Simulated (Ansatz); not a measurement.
# Pb: the cost of one run

Computed with Ansatz 0.2.0 (DFT PBE+D3(BJ), scalar-relativistic, plane waves, PAW, unless a step's input says otherwise).

## Step 1: The structure to begin with

It takes space group C2/m (No. 12, monoclinic). The conventional cell has a = 6.077 Å, b = 3.501 Å, c = 6.452 Å, α = 90.00°, β = 109.14°, γ = 90.00°. Pb (site symmetry m) is surrounded by 10 Pb at 3.34 to 3.51 Å.

Cell or atoms stand a little off a more symmetric structure (R-3m at a tolerance of 0.3 Å), so results at this geometry aren't those of that ideal crystal.

Coordinates:

```
Pb
1.0
     3.03861   -1.75032    0.00000
     3.03861    1.75032    0.00000
    -2.11546    0.00000    6.09522
Pb
2
Direct
  0.09149 0.09149 0.27371
  0.90851 0.90851 0.72629
```

The structure comes from the Materials Project (structure only).

(A quick probe on a coarse mesh, which set the mesh and smearing, is not shown.)

## Step 3: The relaxation

input.yaml reads:

```yaml
crystal:
  lattice:
    - [3.0386068135, -1.75031996, 0.0]
    - [3.0386068135, 1.75031996, 0.0]
    - [-2.1154626375, 0.0, 6.0952248674]
  atoms:
    - { symbol: Pb, position: [0.09149159, 0.09149159, 0.2737078] }
    - { symbol: Pb, position: [0.90850841, 0.90850841, 0.7262922] }
basis:
  ecutwfc: 420
kpoints:
  mp_grid: { grid: [14, 14, 8] }
hamiltonian:
  xc: pbe
  dispersion: d3bj
scf:
  occupations: { method: gaussian, width: 0.1 }
output:
  forces: true
  stress: true
  eigenvalues: true
relax:
  adjacent_minimum: "off"
  f_tol: 0.005
  max_steps: 80
  cell: { stress_tol: 0.05 }
```

Started as:

```bash
> ansatz run input.yaml --threads 1 --pin off --max-ram 2560MiB --backend cpu --events-out ev --progress --plain --runs-dir out
```

What time and memory should one allow on 1 thread of Arm Neoverse V1, shared host?

About 6.7 min, with a peak of 0.66 GiB.
